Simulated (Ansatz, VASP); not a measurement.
One calculation of MgS, two programs

Contents of INCAR:

```
SYSTEM = MgS
  ALGO = Normal
  EDIFF = 1E-6
  ENCUT = 520
  GGA = PS
  ISIF = 2
  ISMEAR = -1
  LASPH = .TRUE.
  LCHARG = .TRUE.
  LELF = .TRUE.
  LREAL = .FALSE.
  LVHAR = .TRUE.
  LWAVE = .FALSE.
  NBANDS = 11
  NELM = 80
  PREC = Accurate
  SIGMA = 0.03
```

The input KPOINTS:

```
k-points
0
G
  10 10 10
  0 0 0
```

Contents of POSCAR:

```
MgS
1.0
    0.0000000000      2.6016500000      2.6016500000
    2.6016500000      0.0000000000      2.6016500000
    2.6016500000      2.6016500000      0.0000000000
Mg S
1 1
Direct
    0.0000000000      0.0000000000      0.0000000000
    0.5000000000      0.5000000000      0.5000000000
```

Input for Ansatz:

```yaml
crystal:
  lattice:
    - [0.0, 2.60165, 2.60165]
    - [2.60165, 0.0, 2.60165]
    - [2.60165, 2.60165, 0.0]
  atoms:
    - { symbol: Mg, position: [0.0, 0.0, 0.0] }
    - { symbol: S, position: [0.5, 0.5, 0.5] }
kpoints:
  mp_grid: { grid: [10, 10, 10] }
  band_path:
    path:
      - [0.0, 0.0, 0.0]
      - [0.5, 0.0, 0.5]
      - [0.625, 0.25, 0.625]
      - [0.375, 0.375, 0.75]
      - [0.0, 0.0, 0.0]
      - [0.5, 0.5, 0.5]
      - [0.5, 0.25, 0.75]
      - [0.5, 0.0, 0.5]
    npoints: 14
scf:
  occupations: { method: fermi_dirac, width: 0.03 }
hamiltonian:
  xc: pbesol
  pseudopotentials: { kind: all_electron, lapw: { basis_error: 0.00025 } }
output:
  forces: true
  stress: true
  eigenvalues: true
  populations: true
  dos: { projected: true, de: 0.2, e_range: [-14, 8] }
```

Alike in both runs: task single point; functional PBEsol; k mesh 10 × 10 × 10; occupations fermi-dirac, width 0.03 eV; no spin polarisation.

|  | VASP | Ansatz |
| --- | --- | --- |
| version | VASP 6.6.1 | Ansatz 0.2.0 |
| potentials or method | VASP PAW PBE potentials, release 64 (Mg, S) | all-electron LAPW, scalar-relativistic |
| plane-wave cutoff (eV) | 520 | see its input |

Ansatz gave:

```
gap on the k mesh at the Fermi level (eV) : 2.70
pressure (GPa)                            : -1.0
```

Q: What did VASP give for the same quantities?

A: gap on the k mesh at the Fermi level (eV): 2.70; pressure (GPa): -1.2.

Ansatz ran all-electron here, so the differences hold the error of VASP's frozen core and of both bases.

Caveats: the PAW data sets were made with another functional, which shifts forces and pressure a little (VASP). A k mesh can miss the band edges.
